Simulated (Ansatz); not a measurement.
Input of an Ansatz 0.2.0 run:

Contents of run.py:

```python
import json

import ase.io
import numpy as np
import spglib

import ansatz as az

atoms = ase.io.read("Nb.cif")
cell, frac, numbers = spglib.find_primitive((atoms.cell[:], atoms.get_scaled_positions(), atoms.numbers), symprec=1e-5)
atoms = ase.Atoms(numbers, cell=cell, scaled_positions=frac, pbc=True)

calculation = (
    az.Crystal.from_ase(atoms)
    .calculation()
    .kpoints(8, 8, 8)
    .functional("r2scanh")
    .pseudopotentials(kind="paw", accuracy="stringent")
    .occupations(method="gaussian", width=0.1)
    .forces()
    .stress()
    .band_table(publish=True)
)
outcome = calculation.run(threads=2, events_out="events.jsonl")

report = outcome.report
for line in open("events.jsonl"):
    event = json.loads(line)
    if event["event"] == "scf_iter":
        d = event["data"]
        print(f"SCF {d['iter']:3d}  HF = {d['harris_foulkes_ev']:.6f} eV  dr2 = {d['dr2_ev']:.2e} eV")
    elif event["event"] in ("relax_step", "md_step"):
        d = event["data"]
        print(f"{event['event']} {d['step']:3d}  E = {d['lagrangian_ev']:.6f} eV")
np.set_printoptions(precision=5, suppress=True, linewidth=110)
print("converged:", report["converged"], "after", report["n_iterations"], "iterations")
print(f"free energy {report['free_energy_ev']:.6f} eV, Fermi level {report['fermi_energy_ev']:.4f} eV")
for key in ("band_edges_ev", "magnetization_mub", "site_moments_mub", "site_moments_nc_mub", "forces_ev_ang",
                "stress_gpa"):
    if report.get(key) is not None:
        print(key, np.array(report[key]), sep="\n")
```

Contents of Nb.cif:

```cif
data_Nb
_cell_length_a 4.23000000
_cell_length_b 4.23000000
_cell_length_c 4.23000000
_cell_angle_alpha 90.00000000
_cell_angle_beta 90.00000000
_cell_angle_gamma 90.00000000
_space_group_name_H-M_alt 'Fm-3m'
_space_group_name_Hall '-F 4 2 3'
_space_group_IT_number 225
loop_
_space_group_symop_operation_xyz
'x,y,z'
'-x,-y,-z'
'-y,x,z'
'y,-x,-z'
'-x,-y,z'
'x,y,-z'
'y,-x,z'
'-y,x,-z'
'x,-y,-z'
'-x,y,z'
'-y,-x,-z'
'y,x,z'
'-x,y,-z'
'x,-y,z'
'y,x,-z'
'-y,-x,z'
'z,x,y'
'-z,-x,-y'
'z,-y,x'
'-z,y,-x'
'z,-x,-y'
'-z,x,y'
'z,y,-x'
'-z,-y,x'
'-z,x,-y'
'z,-x,y'
'-z,-y,-x'
'z,y,x'
'-z,-x,y'
'z,x,-y'
'-z,y,x'
'z,-y,-x'
'y,z,x'
'-y,-z,-x'
'x,z,-y'
'-x,-z,y'
'-y,z,-x'
'y,-z,x'
'-x,z,y'
'x,-z,-y'
'-y,-z,x'
'y,z,-x'
'-x,-z,-y'
'x,z,y'
'y,-z,-x'
'-y,z,x'
'x,-z,y'
'-x,z,-y'
'x,y+1/2,z+1/2'
'-x,-y+1/2,-z+1/2'
'-y,x+1/2,z+1/2'
'y,-x+1/2,-z+1/2'
'-x,-y+1/2,z+1/2'
'x,y+1/2,-z+1/2'
'y,-x+1/2,z+1/2'
'-y,x+1/2,-z+1/2'
'x,-y+1/2,-z+1/2'
'-x,y+1/2,z+1/2'
'-y,-x+1/2,-z+1/2'
'y,x+1/2,z+1/2'
[... 40 lines left out ...]
'-x+1/2,-y,z+1/2'
'x+1/2,y,-z+1/2'
'y+1/2,-x,z+1/2'
'-y+1/2,x,-z+1/2'
'x+1/2,-y,-z+1/2'
'-x+1/2,y,z+1/2'
'-y+1/2,-x,-z+1/2'
'y+1/2,x,z+1/2'
'-x+1/2,y,-z+1/2'
'x+1/2,-y,z+1/2'
'y+1/2,x,-z+1/2'
'-y+1/2,-x,z+1/2'
'z+1/2,x,y+1/2'
'-z+1/2,-x,-y+1/2'
'z+1/2,-y,x+1/2'
'-z+1/2,y,-x+1/2'
'z+1/2,-x,-y+1/2'
'-z+1/2,x,y+1/2'
'z+1/2,y,-x+1/2'
'-z+1/2,-y,x+1/2'
'-z+1/2,x,-y+1/2'
'z+1/2,-x,y+1/2'
'-z+1/2,-y,-x+1/2'
'z+1/2,y,x+1/2'
'-z+1/2,-x,y+1/2'
'z+1/2,x,-y+1/2'
'-z+1/2,y,x+1/2'
'z+1/2,-y,-x+1/2'
'y+1/2,z,x+1/2'
'-y+1/2,-z,-x+1/2'
'x+1/2,z,-y+1/2'
'-x+1/2,-z,y+1/2'
'-y+1/2,z,-x+1/2'
'y+1/2,-z,x+1/2'
'-x+1/2,z,y+1/2'
'x+1/2,-z,-y+1/2'
'-y+1/2,-z,x+1/2'
'y+1/2,z,-x+1/2'
'-x+1/2,-z,-y+1/2'
'x+1/2,z,y+1/2'
'y+1/2,-z,-x+1/2'
'-y+1/2,z,x+1/2'
'x+1/2,-z,y+1/2'
'-x+1/2,z,-y+1/2'
'x+1/2,y+1/2,z'
'-x+1/2,-y+1/2,-z'
'-y+1/2,x+1/2,z'
'y+1/2,-x+1/2,-z'
'-x+1/2,-y+1/2,z'
'x+1/2,y+1/2,-z'
'y+1/2,-x+1/2,z'
'-y+1/2,x+1/2,-z'
'x+1/2,-y+1/2,-z'
'-x+1/2,y+1/2,z'
'-y+1/2,-x+1/2,-z'
'y+1/2,x+1/2,z'
'-x+1/2,y+1/2,-z'
'x+1/2,-y+1/2,z'
'y+1/2,x+1/2,-z'
'-y+1/2,-x+1/2,z'
'z+1/2,x+1/2,y'
'-z+1/2,-x+1/2,-y'
'z+1/2,-y+1/2,x'
'-z+1/2,y+1/2,-x'
'z+1/2,-x+1/2,-y'
'-z+1/2,x+1/2,y'
'z+1/2,y+1/2,-x'
'-z+1/2,-y+1/2,x'
'-z+1/2,x+1/2,-y'
'z+1/2,-x+1/2,y'
'-z+1/2,-y+1/2,-x'
'z+1/2,y+1/2,x'
'-z+1/2,-x+1/2,y'
'z+1/2,x+1/2,-y'
'-z+1/2,y+1/2,x'
'z+1/2,-y+1/2,-x'
'y+1/2,z+1/2,x'
'-y+1/2,-z+1/2,-x'
'x+1/2,z+1/2,-y'
'-x+1/2,-z+1/2,y'
'-y+1/2,z+1/2,-x'
'y+1/2,-z+1/2,x'
'-x+1/2,z+1/2,y'
'x+1/2,-z+1/2,-y'
'-y+1/2,-z+1/2,x'
'y+1/2,z+1/2,-x'
'-x+1/2,-z+1/2,-y'
'x+1/2,z+1/2,y'
'y+1/2,-z+1/2,-x'
'-y+1/2,z+1/2,x'
'x+1/2,-z+1/2,y'
'-x+1/2,z+1/2,-y'
loop_
_atom_site_label
_atom_site_type_symbol
_atom_site_symmetry_multiplicity
_atom_site_Wyckoff_symbol
_atom_site_fract_x
_atom_site_fract_y
_atom_site_fract_z
_atom_site_occupancy
Nb1 Nb 4 a 0.0000000000 0.0000000000 0.0000000000 1
```

Potentials or basis: SSSP precision PAW.

Launch:

```bash
$ python run.py
```

Q: Estimate the pressure.

A: -2.4 GPa.

Q: Predict the band gap on the k mesh.

A: None (metal or under the smearing width).

Caveat: the pressure holds a Pulay correction of +0.8 GPa for the finite cutoff; the PAW data sets were made with another functional, which shifts forces and pressure a little; the thresholds are loose for stress.
